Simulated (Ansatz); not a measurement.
Level of theory: DFT, LDA (PW92), plane waves (420 eV) with PAW, scalar-relativistic in Ansatz 0.2.0. (PAW data from PBE, frozen cores regenerated.)

An element in the fcc structure gives this curve. The cell is scaled uniformly from the relaxed one, with fractional coordinates and shape fixed. Energies are extrapolated to zero smearing, pressures are those at the given smearing. Magnetic state: spin not included.

| V (Å³/atom) | E − E₀ (meV/atom) | P (GPa) |
| --- | --- | --- |
| 18.974 | 116.4 | 16.09 |
| 19.836 | 48.6 | 9.86 |
| 20.699 | 11.4 | 4.63 |
| 21.561 | 0.0 | 0.20 |
| 22.423 | 10.5 | -3.54 |
| 23.286 | 39.6 | -6.69 |
| 24.148 | 84.3 | -9.35 |

(1) Which element is it?
A. germanium
B. indium
C. zirconium
D. selenium

Results:

(1) C. Its fit is V₀ = 21.55 Å³/atom, B₀ = 101 GPa, B₀′ = 3.2.
